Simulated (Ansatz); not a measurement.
# ZrH3: single points about a listed cell, part 2 of 2

A set of self-consistent runs on ZrH3 under further strains and shifts, swapped elements, to map its energy surface near the listed cell.

Ansatz 0.2.0; DFT PBEsol, scalar-relativistic, plane waves, PAW. Earlier steps stand in the parts before.

### Step 7. One element swapped, cell strained: Zr → Mo

File input.yaml:

```yaml
crystal:
  lattice:
    - [3.0162761105, 0.0, 0.0]
    - [0.0, 3.0162761105, 0.0]
    - [0.0, 0.0, 3.0162761105]
  atoms:
    - { symbol: Mo, position: [0.0, 0.0, 0.0] }
    - { symbol: H, position: [0.0, 0.5, 0.5] }
    - { symbol: H, position: [0.5, 0.0, 0.5] }
    - { symbol: H, position: [0.5, 0.5, 0.0] }
basis:
  ecutwfc: 420
kpoints:
  mp_grid: { grid: [14, 14, 14] }
hamiltonian:
  xc: pbesol
scf:
  occupations: { method: gaussian, width: 0.1 }
output:
  forces: true
  stress: true
  eigenvalues: true
  populations: true
  write_density: true
  write_potential: true
  elf: true
  volumetric_format: npy
```

Command:

```sh
> ansatz run input.yaml --threads 1 --pin off --max-ram 1331MiB --backend cpu --events-out ev --progress --plain --runs-dir out
```

The log of the run:

```text
Warning: RAYON_NUM_THREADS=1 ignored (pool sized by the plan → 1); use --threads N
Engine: ansatz 0.2.0, x86_64-unknown-linux-gnu
Pseudopotentials: kind: paw
Pseudopotential: Mo, paw, valence charge 14, recommended cutoff 420 eV (normal), Mo.paw.azcp
Pseudopotential: H, paw, valence charge 1, recommended cutoff 420 eV (normal), H.paw.azcp
Functional definition: PBEsol
  exchange = pbesol_x
  correlation = pbesol_c
Crystal: 4 atoms, lattice volume = 27.442 Å³
Basis set: ecut = 420 eV, 515 PW (Γ), exchange–correlation on 48×48×48 points (8 copies of the dense FFT grid, shifted against one another)
Bands: 13, of which v1, the nominal top of the filled ones, is band 9 counted from 1 (8 counted from 0)
Symmetry: 48 space group operations
Space group: Pm-3m (ITA 221), of the structure as read, at distance tolerance 3.0e-5 Å
k-points: 120 of 2744
Non-local potential: Mo, projectors of the file, l = 0: 3, l = 1: 2, l = 2: 2, l = 3: 1
Non-local potential: H, projectors of the file, l = 0: 2, l = 1: 1
PAW form: soft (Blöchl's): semilocal exchange-correlation on the pseudo side does not see the compensation charge
PAW frozen core: Mo, regenerated for the run's functional, and the local potential with it (the file was generated under x = pbe(κ = 0.804, μ = 0.2195149727645171), c = pbe(β = 0.06672455060314922))
PAW one-centre angular grid: Mo, 590 points (default); XC on 64 Gauss nodes
PAW one-centre angular grid: H, 110 points (default); XC on 64 Gauss nodes
Initial density: superposition of atomic densities (neutral atoms: chi_scale 0, normalization atom), corrected by the library's trained network
Initial wavefunctions: pseudopotential atomic-orbital guess
Functional: x = pbesol(κ = 0.804, μ = 0.12345679012345678), c = pbesol(β = 0.046)
SCF iter   1: F=—  HF=-4943.239935 eV  |F-HF|=—  |Δ(HF+E_count)|=         —  Δρ=1.03e-2  dr2=1.65e-2  ethr=1.77e-3  ⟨swp⟩=5.0  Hψ=8300  notcnv=0
preconditioner: auto → none  [metal: Δε(μ)=0.013 eV  Ē_g=7.855 eV  σ=0.100 eV  W_gap=0.07  n_scr=6 (ndim 8)  ℏωp=21.3 eV  f_vac=0.000  D(μ)=3.29/eV (n_scr^D=56)  sad-step TF]
SCF iter   2: F=—  HF=-4943.237438 eV  |F-HF|=—  |Δ(HF+E_count)|=   2.50e-3  Δρ=5.89e-3  dr2=5.64e-3  ethr=9.70e-5  ⟨swp⟩=1.1  Hψ=2540  notcnv=0
SCF iter   3: F=—  HF=-4943.236327 eV  |F-HF|=—  |Δ(HF+E_count)|=   1.11e-3  Δρ=3.99e-4  dr2=3.53e-5  ethr=3.31e-5  ⟨swp⟩=2.2  Hψ=1946  notcnv=0
SCF iter   4: F=—  HF=-4943.236334 eV  |F-HF|=—  |Δ(HF+E_count)|=   7.40e-6  Δρ=8.40e-5  dr2=1.07e-6  ethr=2.08e-7  ⟨swp⟩=2.4  Hψ=2464  notcnv=0
iter 5 did not close the SCF: its close was put off for the readings that it lacked (scf_convergence_deferred on its scf_iter line)
SCF iter   5: F=-4943.236335 eV  HF=-4943.236335 eV  |F-HF|=2.37e-9  |Δ(HF+E_count)|=   3.57e-7  Δρ=5.82e-6  dr2=3.41e-9  ethr=6.32e-9  ⟨swp⟩=2.5  Hψ=2457  notcnv=0
SCF iter   6: F=-4943.236335 eV  HF=-4943.236335 eV  |F-HF|=3.37e-11  |Δ(HF+E_count)|=   3.52e-9  Δρ=5.58e-7  dr2=2.11e-11  ethr=2.01e-11  ⟨swp⟩=5.0  Hψ=8008  notcnv=0
SCF 1 converged in 6 iterations: F = -4943.236335 eV  dr2 = 2.11e-11
SCF converged after 6 iterations
Free energy (F): -4943.236335 eV
Harris-Foulkes:  -4943.236335 eV  (|F-HF|=3.37e-11)
Internal energy: -4943.219511 eV  (E = F + TS)
E sigma→0 (E₀):  -4943.227923 eV
Entropy (-TS):   -0.016824 eV (-4.206 meV/atom)
Fermi energy:    12.752473 eV
--- Per-component energies (eV) ---
  E_band       = -153.902291
  E_kinetic    = 475.744080
  E_local      = -1114.837881  (includes V_loc(G=0)·N_el)
  E_nonlocal   = 148.718123
  E_hartree    = 371.659954
  E_xc         = -206.951026
  E_vxc        = -260.485984  (∫ρ·V_xc dr)
  E_paw        = -3144.868630  (= ΣΔE_a)
  E_vpaw       = -146.357592  (= ΣTr[D̂ρ^β])
  E_aug_tail   = -0.002938  (compensation charges beyond the density's cutoff)
  E_ewald      = -1472.890491
  E_core_change = 0.209299  (= ΣΔE_core)
  E_smearing   = -0.016824  (= −TS)
  E_closure    = -0.000000  (closes the sum)
  Σ components = -4943.236335   (vs F -4943.236335, Δ=0.00e0)
--- Forces (eV/Å), atoms counted from 1 ---
  atom   1  Mo    -0.00000000     0.00000000    -0.00000000
  atom   2  H      0.00000000    -0.00000000    -0.00000000
  atom   3  H      0.00000000    -0.00000000     0.00000000
  atom   4  H      0.00000000     0.00000000     0.00000000
  max |Σ_I F_I| component: 6.12e-31 eV/Å
--- Stress (GPa, compression-positive) ---
      -22.205583       0.000000       0.000000
        0.000000     -22.205583       0.000000
        0.000000       0.000000     -22.205583
  P = ⅓ Tr σ = -22.2056 GPa (-222.056 kbar)
--- Band table (eV; the first three rows and the last of 120) ---
  k-point 0: bands = ["-48.4502", "-22.3484", "-22.3484", "-22.3484", "1.7951", "7.9514", "7.9514", "14.1612", "14.1612", "14.1612", "18.3815", "18.3815", "21.2297"]
  k-point 1: bands = ["-48.4484", "-22.3701", "-22.3466", "-22.3466", "1.8925", "7.9723", "8.0155", "14.0169", "14.0169", "14.1704", "17.9891", "18.1262", "21.3700"]
  k-point 2: bands = ["-48.4433", "-22.4306", "-22.3415", "-22.3415", "2.1787", "8.0018", "8.2051", "13.6489", "13.6489", "14.1961", "17.1814", "17.4460", "21.6441"]
  k-point 119: bands = ["-48.3434", "-22.6536", "-22.6536", "-22.6536", "6.4607", "6.4607", "6.4607", "15.6420", "15.6420", "16.8405", "18.2166", "18.2166", "18.2166"]
--- Löwdin populations: 4 sites ---
  site symbol       q [e]
     0     Mo     13.7666
     1      H      1.0588
     2      H      1.0588
     3      H      1.0588
  spilling = 0.003358 (of n_electrons = 17.000000)
```

Wall time 12 s (1 thread of an x86-64 CPU, shared host); peak memory 0.35 GiB.

Site by site:

```
atom  Löwdin electrons
 Mo1             13.77
  H2              1.06
  H3              1.06
  H4              1.06
```

Density in a lattice plane of the grid's cell (edges 3.02 and 3.02 Å, at 0.000 of the third edge), which holds Mo and H.

Values in e/Å³, 12 rows by 12 columns:
```
6.41 6.01 4.19 1.73 0.61 0.32 0.26 0.32 0.61 1.73 4.19 6.01
4.94 4.19 2.53 0.99 0.44 0.29 0.26 0.29 0.44 0.99 2.53 4.19
2.15 1.73 0.99 0.49 0.34 0.31 0.30 0.31 0.34 0.49 0.99 1.73
0.71 0.61 0.44 0.34 0.35 0.43 0.50 0.43 0.35 0.34 0.44 0.61
0.34 0.32 0.29 0.31 0.43 0.72 1.00 0.72 0.43 0.31 0.29 0.32
0.26 0.26 0.26 0.30 0.50 1.00 1.59 1.00 0.50 0.30 0.26 0.26
0.34 0.32 0.29 0.31 0.43 0.72 1.00 0.72 0.43 0.31 0.29 0.32
0.71 0.61 0.44 0.34 0.35 0.43 0.50 0.43 0.35 0.34 0.44 0.61
2.15 1.73 0.99 0.49 0.34 0.31 0.30 0.31 0.34 0.49 0.99 1.73
4.94 4.19 2.53 0.99 0.44 0.29 0.26 0.29 0.44 0.99 2.53 4.19
6.41 6.01 4.19 1.73 0.61 0.32 0.26 0.32 0.61 1.73 4.19 6.01
6.31 6.41 4.94 2.15 0.71 0.34 0.26 0.34 0.71 2.15 4.94 6.41
```
Columns run along the first of these edges and rows up along the second, over one cell in 12 and 12 even steps from the bottom left corner. Atoms in the plane (fractional): Mo at (0.00, 0.00), H at (0.50, 0.50).

ELF in the same plane.

Ten even steps from '0' (0.21) to '9' (1.00):
```
234666531001110013566643
455665420001110002456655
666654210001110001245666
666542100012221000124566
554321000123432100012345
222100002356665320000122
100000024678887642000000
000001246899999864210000
000112357999999975321100
111122468999999986422111
000112357999999975321100
000001246899999864210000
100000024678887642000000
222100002356665320000122
554321000123432100012345
666542100012221000124566
666654210001110001245666
455665420001110002456655
234666531001110013566643
013566531001110013566531
```
Columns run along the first of these edges and rows up along the second, over one cell in 24 and 20 even steps from the bottom left corner. Atoms in the plane (fractional): Mo at (0.00, 0.00), H at (0.50, 0.50).

Both are smooth fields of the valence electrons: close to the nuclei they are not physical.

Maxima of ELF outside the ion cores: 1.00 at H.

### Step 8. Results

What follows sums up all 2 parts.

| step | case | energy (meV/atom) | pressure (GPa) | largest force (eV/Å) | gap on the mesh (eV) |
| --- | --- | --- | --- | --- | --- |
| 2 | a change within the space group | +0.0 | 11.1 | 0.00 | 0.00 |
| 4 | a distortion of lower symmetry | +76.0* | -15.0 | 0.00 | 0.00 |
| 5 | a change within a subgroup | +22.5* | -11.9 | 0.00 | 0.00 |
| 7 | one element swapped, cell strained: Zr → Mo | n/a | -22.2 | 0.00 | 0.00 |

Energies are counted from step 2, with the smearing taken to zero; a star marks another k mesh, which can shift energies by itself, so starred rows don't rank against the others. Other atoms or functionals have another zero of energy (n/a). A gap of 0.00 means none on the mesh at this level.

The distorted cells of the listed formula and level show no gap on the mesh.
